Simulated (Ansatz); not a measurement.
Chalcopyrite CuInS2, treated with LDA (PAW; Ansatz, a first-principles code).

Settings: plane-wave cutoff 520 eV, 10×10×10 k mesh, Fermi–Dirac smearing 0.01 eV, no spin polarisation, scalar-relativistic PAW data made under PBE.

Results at a series of volumes:

```json
[
 {"V (Å³/atom)": "19.307", "E − E_lowest (meV/atom)": "9.11", "P (GPa)": "3.78"},
 {"V (Å³/atom)": "19.709", "E − E_lowest (meV/atom)": "2.18", "P (GPa)": "1.78"},
 {"V (Å³/atom)": "20.112", "E − E_lowest (meV/atom)": "0.00", "P (GPa)": "0.00"},
 {"V (Å³/atom)": "20.514", "E − E_lowest (meV/atom)": "2.03", "P (GPa)": "-1.58"},
 {"V (Å³/atom)": "20.916", "E − E_lowest (meV/atom)": "7.80", "P (GPa)": "-2.99"}
]
```

Task: Estimate the bulk modulus from the pressures at 19.709 and 20.514 Å³/atom, and compare it with a fit to all energies.

Result: B = −V dP/dV. Between V = 19.709 and 20.514 Å³/atom, dP/dV = (-1.58 − (1.78))/(20.514 − 19.709) = -4.17 GPa per Å³/atom; at the midpoint 20.111 Å³/atom this gives B ≈ 83.9 GPa. The third-order Birch–Murnaghan fit gives V0 = 20.111 Å³/atom, B0 = 83.8 GPa, B′ = 4.8, which lies within 1 % of that estimate.

Shape and atoms are relaxed at each volume.

Note: the bulk modulus comes from volumes at which shape and atoms were relaxed.

Spin–orbit coupling is not included.

Static lattice: no zero-point or thermal effects.
